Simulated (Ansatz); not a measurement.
Re, DFT, PBE, all-electron PAW with datasets made for the crystal, scalar-relativistic (Ansatz 0.2.0), run on 1 thread of Intel(R) Xeon(R) Platinum 8488C (Sapphire Rapids) on a shared host.

The cell is a database entry far from equilibrium at this level of theory, probably a faulty or high-pressure entry; it serves as a test geometry alone. The listed cell was then made from it by scaling, straining or moving an atom.

Command: `ansatz run input.yaml --threads 1 --pin off --max-ram 3072MiB --backend cpu --events-out ev --progress --plain --runs-dir out`

```yaml
crystal:
  lattice:
    - [2.6289300831, 0.0, 0.0]
    - [-1.3144650416, 2.2767202367, 0.0]
    - [0.0, 0.0, 4.162]
  atoms:
    - { symbol: Re, position: [0.3333333333, 0.6666666667, 0.25] }
    - { symbol: Re, position: [0.6666666667, 0.3333333333, 0.75] }
kpoints:
  mp_grid: { grid: [14, 14, 8] }
scf:
  occupations: { method: fermi_dirac, width: 0.05 }
hamiltonian:
  xc: pbe
  pseudopotentials: { kind: all_electron, datasets: crystal }
output:
  forces: true
  stress: true
  eigenvalues: true
  efg: { contact_densities: true }
```

**Question.** How large is the problem that the program sets up?

**Answer.** 120 irreducible k-points, 313 plane waves at Γ, 21 bands.

**Question.** Estimate the wall time and the peak memory.

**Answer.** 26 s of wall time for 8 SCF iterations, with a peak of 0.94 GiB. Times on shared machines scatter by tens of per cent.

**Question.** And the same cell and mesh by PAW (frozen-core files), asked for forces, stress, eigenvalues, efg, on the same hardware?

**Answer.** 3.1 s, peak memory 0.42 GiB.
